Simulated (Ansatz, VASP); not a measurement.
**Sb: VASP beside Ansatz**

One calculation is typed for both programs; each brings its own data sets. How far apart do they land? The cell is taken from a series of runs on this material, whose earlier steps may have relaxed, scaled, displaced or heated it; both programs get it as it stands.

Program: Ansatz 0.2.0. Level of theory: plane waves, with VASP 6.6.1 beside it; single point at HSE06. Results are calculated unless marked as measured.

## (1) Starting point

The cell holds 2 atoms: 2 Sb. Cell: a = 4.294 Å, b = 4.294 Å, c = 26.500 Å, α = 90.0°, β = 90.0°, γ = 120.0°. Vacuum lies along c.

As a file:

```xyz
2
Lattice="4.2935 0.0000 0.0000 -2.1468 3.7183 0.0000 0.0000 0.0000 26.5000" Properties=species:S:1:pos:R:3
Sb    0.0000    2.4789   12.4636
Sb    2.1468    1.2394   14.0364
```

## (2) VASP: single point, HSE06

With cell and atoms fixed, the geometry can't cause a difference; cores, projectors, grids and the points listed under the comparison can.

Lines of VASP's logs that name or quote its potential files are left out, and so is its time.

The run reads the wave functions of an earlier VASP run, which isn't shown here.

Contents of INCAR:

```
SYSTEM = Sb
PREC = Accurate
ENCUT = 400
EDIFF = 1E-06
NELM = 100
ISMEAR = 0
SIGMA = 0.01
LREAL = .FALSE.
ALGO = Normal
LHFCALC = .TRUE.
AEXX = 0.25
GGA = PE
HFSCREEN = 0.208
LASPH = .TRUE.
NBANDS = 11
PRECFOCK = Fast
LORBIT = 11
LWAVE = .FALSE.
LCHARG = .FALSE.
KPAR = 4
NCORE = 2
ISIF = 2
LDIPOL = .TRUE.
IDIPOL = 3
DIPOL = 0.5 0.5 0.5
LVHAR = .TRUE.
```

Contents of POSCAR:

```
Sb
1.0
    4.2935219637      0.0000000000      0.0000000000
   -2.1467609819      3.7182990922      0.0000000000
    0.0000000000      0.0000000000     26.5000000000
Sb
2
Direct
    0.3333333333      0.6666666667      0.4703239099
    0.6666666667      0.3333333333      0.5296760901
```

Contents of KPOINTS:

```
Automatic mesh
0
Gamma
6 6 1
0 0 0
```

PAW data sets: Sb (PBE family, release 64).

Run with:

```bash
$ mpirun -np 8 vasp_std
```

Numbers of over 12 decimals in the logs are rounded to 6 here.

What it wrote:

```text
[banner, memory and clock lines left out]
running    8 mpi-ranks, on    1 nodes
 distrk:  each k-point on    2 cores,    4 groups
 distr:  one band on    2 cores,    1 groups

 POSCAR found type information on POSCAR Sb
 POSCAR found :  1 types and       2 ions
 LDA part: xc-table for (Slater+PW92), standard interpolation
 found WAVECAR, reading the header
 POSCAR, INCAR and KPOINTS ok, starting setup
 FFT: planning ... GRIDC
 FFT: planning ... GRID_SOFT
 FFT: planning ... GRID
 reading WAVECAR
 the WAVECAR file was read successfully
 initial charge from wavefunction
 entering main loop
       N       E                     dE             d eps       ncg     rms          rms(c)
DAV:   1    -0.987777995530E+01   -0.98778E+01   -0.31536E+00   169   0.108E+01    0.203E+01
DAV:   2    -0.989136502949E+01   -0.13585E-01   -0.53787E-02   193   0.205E+00    0.130E+01
DAV:   3    -0.988981675106E+01    0.15483E-02   -0.26775E-03   196   0.323E-01    0.807E+00
DAV:   4    -0.988920694405E+01    0.60981E-03   -0.62230E-04   180   0.124E-01    0.484E+00
DAV:   5    -0.988903964221E+01    0.16730E-03   -0.20182E-04   171   0.705E-02    0.288E+00
DAV:   6    -0.988900308632E+01    0.36556E-04   -0.57572E-05   169   0.380E-02    0.171E+00
DAV:   7    -0.988900197565E+01    0.11107E-05   -0.16888E-05   180   0.216E-02    0.101E+00
DAV:   8    -0.988900897065E+01   -0.69950E-05   -0.49537E-06   188   0.122E-02    0.601E-01
DAV:   9    -0.988901615855E+01   -0.71879E-05   -0.15870E-06   166   0.727E-03    0.357E-01
DAV:  10    -0.988902160558E+01   -0.54470E-05   -0.56540E-07   172   0.457E-03    0.212E-01
DAV:  11    -0.988902564549E+01   -0.40399E-05   -0.19674E-07   134   0.284E-03    0.126E-01
DAV:  12    -0.988902843358E+01   -0.27881E-05   -0.10408E-07   150   0.212E-03    0.749E-02
DAV:  13    -0.988903035709E+01   -0.19235E-05   -0.45362E-08   126   0.139E-03    0.445E-02
DAV:  14    -0.988903173459E+01   -0.13775E-05   -0.26808E-08   126   0.107E-03    0.265E-02
DAV:  15    -0.988903275044E+01   -0.10158E-05   -0.17258E-08   110   0.843E-04    0.157E-02
DAV:  16    -0.988903346661E+01   -0.71618E-06   -0.13067E-08   118   0.721E-04
   1 F= -.98890335E+01 E0= -.98890335E+01  d E =-.329049E-31
```

Parts of OUTCAR (step 2):

```text
ion  position               nearest neighbor table
   1  0.333  0.667  0.470-   2 2.94   2 2.94   2 2.94
   2  0.667  0.333  0.530-   1 2.94   1 2.94   1 2.94

  LATTYP: Found a hexagonal cell.
 ALAT       =     4.2935219637
 C/A-ratio  =     6.1720890737

 Subroutine GETGRP returns: Found 12 space group operations
 (whereof 12 operations were pure point group operations)

The static configuration has the point symmetry D_3d.

 Found      7 irreducible k-points:

   k-points           NKPTS =      7   k-points in BZ     NKDIM =     36   number of bands    NBANDS=     11

   dimension x,y,z NGX =    28 NGY =   28 NGZ =  180
   dimension x,y,z NGXF=    56 NGYF=   56 NGZF=  360

   ENCUT  =  400.0 eV  29.40 Ry    5.42 a.u.   7.00  7.00 43.21*2*pi/ulx,y,z

   NELECT =      10.0000    total number of electrons

 k-points in reciprocal lattice and weights: Automatic mesh
   0.00000000  0.00000000  0.00000000       0.028
   0.16666667  0.00000000  0.00000000       0.167
   0.33333333 -0.00000000  0.00000000       0.167
   0.50000000 -0.00000000  0.00000000       0.083
   0.16666667  0.16666667  0.00000000       0.167
   0.33333333  0.16666667  0.00000000       0.333
   0.33333333  0.33333333  0.00000000       0.056

  exchange ACFDT corr.  =         0.00000000  see jH, gK, PRB 81, 115126

 dipolmoment           0.000000      0.000000     -0.000000 electrons x Angstroem

 average (electrostatic) potential at core
       1 -91.8120       2 -91.8120

 E-fermi :  -3.8322

 k-point     1 :       0.0000    0.0000    0.0000
  band No.  band energies     occupation
      1     -15.6850      2.00000
      2     -10.3085      2.00000
      3      -4.0968      2.00000
      4      -4.0968      2.00000
      5      -3.9120      2.00000
      6      -2.1693      0.00000
      7      -0.6044      0.00000
      8      -0.6044      0.00000
      9       1.2759      0.00000
     10       1.4534      0.00000
    ...

 k-point     2 :       0.1667    0.0000    0.0000
  band No.  band energies     occupation
      1     -15.3967      2.00000
      2     -10.4369      2.00000
      3      -5.6778      2.00000
      4      -4.5903      2.00000
      5      -3.9191      2.00000
      6      -1.5893      0.00000
      7      -0.2441      0.00000
      8      -0.0843      0.00000
      9       1.5717      0.00000
     10       1.7539      0.00000
    ...

 k-point     3 :       0.3333   -0.0000    0.0000
  band No.  band energies     occupation
      1     -14.5881      2.00000
      2     -11.2240      2.00000
      3      -6.6806      2.00000
      4      -5.2859      2.00000
      5      -4.4169      2.00000
      6      -1.8899      0.00000
      7       0.0115      0.00000
      8       0.3846      0.00000
      9       2.3310      0.00000
     10       2.3838      0.00000
    ...

  Total       -2.3518796     -2.3518796     -0.6509394      0.0000000      0.0000000     -0.0000000
  in kB       -8.9068016     -8.9068016     -2.4651721      0.0000000      0.0000000     -0.0000000
  external PRESSURE =      -6.7595918 kB  Pullay stress =       0.0000000 kB

  energy-cutoff  :      400.00
  volume of cell :      423.06
      direct lattice vectors                 reciprocal lattice vectors
     4.293521964  0.000000000  0.000000000     0.232909022  0.134470086  0.000000000
    -2.146760982  3.718299092  0.000000000     0.000000000  0.268940173  0.000000000
     0.000000000  0.000000000 26.500000000     0.000000000  0.000000000  0.037735849

 POSITION                                       TOTAL-FORCE (eV/Angst)
 -----------------------------------------------------------------------------------
     -0.00000      2.47887     12.46358         0.000000      0.000000      0.412380
      2.14676      1.23943     14.03642        -0.000000     -0.000000     -0.412380
 -----------------------------------------------------------------------------------
    total drift:                               -0.000000     -0.000000     -0.000000

  FREE ENERGIE OF THE ION-ELECTRON SYSTEM (eV)
  ---------------------------------------------------
  free  energy   TOTEN  =        -9.8890334666 eV

  energy  without entropy=       -9.8890334666  energy(sigma->0) =       -9.88903347

 vacuum level on the upper side and lower side of the slab         1.646         1.646

 total charge
# of ion       s       p       d       tot
------------------------------------------
    1        1.235   1.287   0.025   2.547
    2        1.235   1.287   0.025   2.547
--------------------------------------------------
tot          2.470   2.575   0.050   5.094

[... 3 further parts left out ...]
```

## (3) Ansatz: single point, HSE06

Ansatz runs on its PAW soft_1 files.

The same cell, functional and mesh now go to Ansatz, which takes its cutoff from its data sets.

Contents of input.yaml:

```yaml
crystal:
  lattice:
    - [4.2935219637, 0.0, 0.0]
    - [-2.1467609819, 3.7182990922, 0.0]
    - [0.0, 0.0, 26.5]
  atoms:
    - { symbol: Sb, position: [0.3333333333, 0.6666666667, 0.4703239099] }
    - { symbol: Sb, position: [0.6666666667, 0.3333333333, 0.5296760901] }
  periodic: [true, true, false]
kpoints:
  mp_grid: { grid: [6, 6, 1] }
  band_path:
    path:
      - [0.0, 0.0, 0.0]
      - [0.5, 0.0, 0.0]
      - [0.3333333333, 0.3333333333, 0.0]
      - [0.3, 0.0, 0.0]
    npoints: 1
hamiltonian:
  xc: hse06
  pseudopotentials: { kind: paw, azcp: { folder: soft_1 } }
scf:
  occupations: { method: fixed }
  n_extra_bands: 4
output:
  eigenvalues: true
  write_density: true
  write_potential: true
  elf: true
  volumetric_format: npy
```

Run with:

```bash
$ ansatz run input.yaml --threads 4 --pin off --max-ram 17510MiB --backend cpu --events-out ev --progress --plain --runs-dir out
```

What it wrote:

```text
scf.n_extra_bands = 4 over 15 filled bands (N_el = 30.0): the run solves 19 bands
Engine: ansatz 0.2.0, aarch64-unknown-linux-gnu
Pseudopotentials: kind: paw
Pseudopotential: Sb, paw, valence charge 15, recommended cutoff 420 eV (normal), soft_1/Sb.paw.azcp
Functional definition: HSE06
  parameter a = 0.25
  parameter omega = 0.11/bohr
  exchange = pbe_x - a*pbe_x_sr(omega) + a*exact_x_sr(omega)
  correlation = pbe_c
davidson cushion auto → on  (no smearing: the cushion is to keep the highest requested band from converging to the state above it; pin scf.eigensolver.cushion to override)
Crystal: 2 atoms, lattice volume = 423.062 Å³
Basis set: ecut = 420 eV, 8243 PW (Γ)
Bands: 19, of which v1, the nominal top of the filled ones, is band 15 counted from 1 (14 counted from 0)
Symmetry: 12 space group operations
Space group: P-3m1 (ITA 164), of the structure as read, at distance tolerance 7.5e-5 Å
k-points: 7 of 36
Non-local potential: Sb, projectors of the file, l = 0: 2, l = 1: 2, l = 2: 2, l = 3: 1
PAW form: soft (Blöchl's): semilocal exchange-correlation on the pseudo side does not see the compensation charge
PAW frozen core: Sb, regenerated for the run's functional, and the local potential with it (the file was generated under x = pbe(κ = 0.804, μ = 0.219515), c = pbe(β = 0.066725))
PAW one-centre angular grid: Sb, 590 points (default); XC on 64 Gauss nodes
Initial density: superposition of atomic densities (neutral atoms: chi_scale 0, normalization atom)
Initial wavefunctions: pseudopotential atomic-orbital guess
Functional: x = pbe(κ = 0.804, μ = 0.219515), c = pbe(β = 0.066725), warm-up for x = pbe(κ = 0.804, μ = 0.219515) + 0.25 (exact − pbe) at short range (hse, ω = 0.207870 Å⁻¹), c = pbe(β = 0.066725); HSE06 as pw.x's `hse` composes it (authors' and Libxc's form: `xc: wpbeh`)
iter 1 solved again at ethr=6.95e-4 eV; its pass at ethr=1.00e-1 eV (dr2=2.09e-1 eV) is discarded
SCF iter   1: F=—  HF=-12968.945163 eV  |F-HF|=—  |Δ(HF+E_count)|=         —  Δρ=7.47e-3  dr2=2.25e-1  ethr=6.95e-4  ⟨swp⟩=10.0  Hψ=868  notcnv=0
preconditioner: auto → none  [insulator: Δε(μ)=1.189 eV  Ē_g=7.760 eV  n_scr=44 (ndim 8)  ℏωp=5.7 eV  f_vac=0.767]
SCF iter   2: F=—  HF=-12968.924121 eV  |F-HF|=—  |Δ(HF+E_count)|=   2.10e-2  Δρ=3.60e-3  dr2=4.41e-2  ethr=6.95e-4  ⟨swp⟩=2.9  Hψ=300  notcnv=0  defer=4
iter 3 solved again at ethr=1.36e-6 eV; its pass at ethr=1.47e-4 eV (dr2=4.09e-4 eV) is discarded
SCF iter   3: F=—  HF=-12968.925275 eV  |F-HF|=—  |Δ(HF+E_count)|=   1.15e-3  Δρ=4.88e-4  dr2=4.91e-4  ethr=1.36e-6  ⟨swp⟩=5.6  Hψ=870  notcnv=0  defer=5
SCF iter   4: F=—  HF=-12968.925370 eV  |F-HF|=—  |Δ(HF+E_count)|=   9.45e-5  Δρ=1.86e-4  dr2=1.68e-4  ethr=1.36e-6  ⟨swp⟩=4.1  Hψ=474  notcnv=0  defer=1
SCF iter   5: F=-12968.925261 eV  HF=-12968.925266 eV  |F-HF|=4.79e-6  |Δ(HF+E_count)|=   1.04e-4  Δρ=3.57e-5  dr2=5.81e-6  ethr=5.59e-7  ⟨swp⟩=3.9  Hψ=435  notcnv=0  defer=1
SCF 1 stopped early in 5 iterations: F = -12968.925261 eV  dr2 = 5.81e-6
  greatest PAW one-centre occupation: 0.995 electrons in one spin orbital (limit 2), on the Sb atom at site 1 (counted from 0), in its partial waves of l = 2
Initial density: handed on by an earlier stage of this run
Initial wavefunctions: those handed on with the density
Functional: x = pbe(κ = 0.804, μ = 0.219515) + 0.25 (exact − pbe) at short range (hse, ω = 0.207870 Å⁻¹), c = pbe(β = 0.066725); HSE06 as pw.x's `hse` composes it (authors' and Libxc's form: `xc: wpbeh`)
Exchange kernel: α = 0.2500, screened, ω = 0.2079 Å⁻¹, Wigner–Seitz truncation, v(0) = 1046.8716 eV·Å³, q-mesh 6×6×1, nearest image of the exchange supercell L = 25.76 Å, pair-density grid 18×18×108, without the augmentation charges, whose exchange is taken in its separable form by FFT convolution over the k-point mesh (sized by the pseudopotential files, 25×25×180 at the most), smooth part of the exact exchange by density-matrix convolution
Frozen-core exchange: fock
SCF iter   1: F=—  HF=-12977.384277 eV  |F-HF|=—  |Δ(HF+E_count)|=         —  Δρ=1.58e-3  dr2=6.56e-3  ethr=1.94e-7  ⟨swp⟩=14.7  Hψ=812  notcnv=1
preconditioner: auto → none  [insulator: Δε(μ)=1.804 eV  Ē_g=8.660 eV  n_scr=44 (ndim 8)  ℏωp=5.7 eV  f_vac=0.775]
SCF iter   2: F=—  HF=-12977.382599 eV  |F-HF|=—  |Δ(HF+E_count)|=   1.68e-3  Δρ=4.60e-4  dr2=1.04e-3  ethr=1.94e-7  ⟨swp⟩=6.6  Hψ=620  notcnv=0  defer=2
SCF iter   3: F=—  HF=-12977.388216 eV  |F-HF|=—  |Δ(HF+E_count)|=   5.62e-3  Δρ=2.89e-4  dr2=2.77e-4  ethr=1.94e-7  ⟨swp⟩=6.0  Hψ=603  notcnv=0  defer=4
SCF iter   4: F=—  HF=-12977.388153 eV  |F-HF|=—  |Δ(HF+E_count)|=   6.30e-5  Δρ=3.86e-5  dr2=1.74e-5  ethr=1.94e-7  ⟨swp⟩=4.3  Hψ=434  notcnv=0  defer=1
SCF iter   5: F=-12977.388253 eV  HF=-12977.388255 eV  |F-HF|=1.67e-6  |Δ(HF+E_count)|=   1.02e-4  Δρ=3.02e-5  dr2=4.03e-6  ethr=1.01e-8  ⟨swp⟩=5.4  Hψ=550  notcnv=0  defer=3
SCF 2 stopped early in 5 iterations: F = -12977.388253 eV  dr2 = 4.03e-6
  greatest PAW one-centre occupation: 0.996 electrons in one spin orbital (limit 2), on the Sb atom at site 1 (counted from 0), in its partial waves of l = 2
hybrid outer 1: dexx = +6.560e-3 eV, tail = 3.68e-5 eV
Exchange kernel: α = 0.2500, screened, ω = 0.2079 Å⁻¹, Wigner–Seitz truncation, v(0) = 1046.8716 eV·Å³, q-mesh 6×6×1, nearest image of the exchange supercell L = 25.76 Å, pair-density grid 18×18×108, without the augmentation charges, whose exchange is taken in its separable form by FFT convolution over the k-point mesh (sized by the pseudopotential files, 25×25×180 at the most), smooth part of the exact exchange by density-matrix convolution
Frozen-core exchange: fock
SCF iter   1: F=—  HF=-12977.388174 eV  |F-HF|=—  |Δ(HF+E_count)|=         —  Δρ=1.24e-5  dr2=6.65e-7  ethr=6.13e-7  ⟨swp⟩=3.3  Hψ=306  notcnv=0
preconditioner: auto → none  [insulator: Δε(μ)=1.817 eV  Ē_g=8.681 eV  n_scr=44 (ndim 8)  ℏωp=5.7 eV  f_vac=0.776]
SCF iter   2: F=—  HF=-12977.388174 eV  |F-HF|=—  |Δ(HF+E_count)|=   8.44e-7  Δρ=7.59e-6  dr2=2.07e-7  ethr=2.05e-9  ⟨swp⟩=5.3  Hψ=565  notcnv=0  defer=2
iter 3 solved again at ethr=3.87e-11 eV; its pass at ethr=5.25e-10 eV (dr2=1.16e-8 eV) is discarded
SCF iter   3: F=-12977.388174 eV  HF=-12977.388174 eV  |F-HF|=9.30e-9  |Δ(HF+E_count)|=   3.88e-8  Δρ=2.42e-6  dr2=7.45e-8  ethr=3.87e-11  ⟨swp⟩=4.0  Hψ=735  notcnv=0
SCF 3 converged in 3 iterations: F = -12977.388174 eV  dr2 = 7.45e-8
hybrid outer 2: dexx = +3.693e-7 eV, tail = 1.71e-7 eV, Δε = 3.91e-3 eV (about 4.64e-4 eV left of the loop's levels)
the search or the solves at the SCF's close seem to have found levels that the self-consistency loop had missed (the run counts 1). By its estimate they hold under 1e-12 electrons; where the run keeps them, the occupations were computed again with them
NSCF: frozen V_eff on 4 k-points
WARN: The output density's exchange-correlation potential varies sharply where the density is thin. Do not read a vacuum level from v_tot or v_xc, or from such a field of the output density. On a cell that repeats whose density bears no net charge and no dipole along the vacuum's axis use v_es (v_loc + v_h of the components); under efield.dipole_correction with no amplitude use v_es + v_field, which holds any externa [...]
hybrid SCF converged: 2 outer / 8 inner (+5 warm-up), last move |dexx| = 3.69e-7 eV, tail = 1.71e-7 eV
Stability not checked: this state was not tested for a lower state beside it, because the functional holds exact exchange (a hybrid, or Hartree-Fock), whose exchange loop this test does not read (fock_operator; see scf.lower_state_search)
Free energy (F): -12977.388175 eV
Frozen-core exchange: fock
Harris-Foulkes:  -12977.388175 eV  (|F-HF|=9.30e-9)
Internal energy: -12977.388175 eV  (E = F + TS)
E sigma→0 (E₀):  -12977.388175 eV
Fermi energy:    -5.533410 eV
--- Per-component energies (eV) ---
  E_band       = -820.502386
  E_kinetic    = 320.992387
  E_local      = -31743.948534  (includes V_loc(G=0)·N_el)
  E_nonlocal   = 775.743973
  E_hartree    = 15389.913745
  E_xc         = -158.146866
  E_vxc        = -143.710531  (∫ρ·V_xc dr)
  E_exx        = -80.756902  (= α·E_x^exact, valence–valence)
  E_paw        = -9052.684915  (= ΣΔE_a)
  E_vpaw       = -647.886908  (= ΣTr[D̂ρ^β])
  E_aug_tail   = 0.000280  (compensation charges beyond the density's cutoff)
  E_ewald      = 11571.448023
  E_core_change = 0.050635  (= ΣΔE_core)
  E_smearing   = -0.000000  (= −TS)
  E_closure    = 0.000000  (closes the sum)
  Σ components = -12977.388175   (vs F -12977.388175, Δ=1.82e-12)
--- Band table (eV; the first three rows and the last of 7) ---
  k-point 0: bands = [... 11 lower, -11.9310, -5.6525, -5.6525, -5.5334, -3.7163, -2.1983, -2.1983, -0.4002]
  k-point 1: bands = [... 11 lower, -12.0502, -7.2448, -6.1485, -5.5372, -3.1771, -1.8195, -1.6807, -0.1017]
  k-point 2: bands = [... 11 lower, -12.8142, -8.2751, -6.8457, -6.0284, -3.4895, -1.6018, -1.2228, 0.6589]
  k-point 6: bands = [... 11 lower, -14.5015, -8.8789, -7.0664, -7.0664, -2.9502, -1.0318, -1.0318, 1.8810]
  the weakly bound empty levels are not read free of the cell's end (exact_exchange)
```

## (4) Side by side

Known differences besides the potentials themselves: exact exchange at q = 0 is treated differently, which shows on coarse meshes; VASP keeps PBE cores, Ansatz makes them for the functional; fixed occupations in Ansatz, narrow Gaussian smearing in VASP; Ansatz cuts the interaction across the vacuum, VASP repeats the sheet with a dipole correction; the data sets hold 30 valence electrons in Ansatz (on its PAW soft_1 files) and 10 in VASP; the cutoff is 420 eV in Ansatz and 400 eV in VASP; VASP takes a coarser grid for exact exchange (PRECFOCK = Fast). Total energies have different zeros and are not compared.

Compared:

```tsv
quantity	Ansatz	VASP	difference
gap on the k mesh (eV)	1.817	1.743	+0.074
```

A gap on the mesh is an upper bound, since the band edges may lie between its points. With vacuum in the cell, a pressure given here is an average over mostly empty space and none of the material.

## (5) What came out

```yaml
difference_in_gap_on_the_k_mesh_single_point_hse06: 0.074 eV
```

In words: The difference in gap on the k mesh is 0.074 eV (single point, HSE06), within the 0.08 eV picked in this series as the mark of a large difference. The data sets hold unlike numbers of valence electrons (30 in Ansatz and 10 in VASP), so part of the differences comes from the potentials. How closely two codes agree says nothing of how well the functional describes the real material.

[Lines on the potential files, build, host, timing and source positions are cut from VASP's logs without a mark.]

[Logs are printed without paths, hosts, clocks, repeated set-up lines and the standing remarks that a program may print on its own settings, such as how far it seeks lower states.]

[Hosts, paths, dates, database ids (printed as entryN), source tags and the programs' standing remarks are cut or masked in the printed files.]
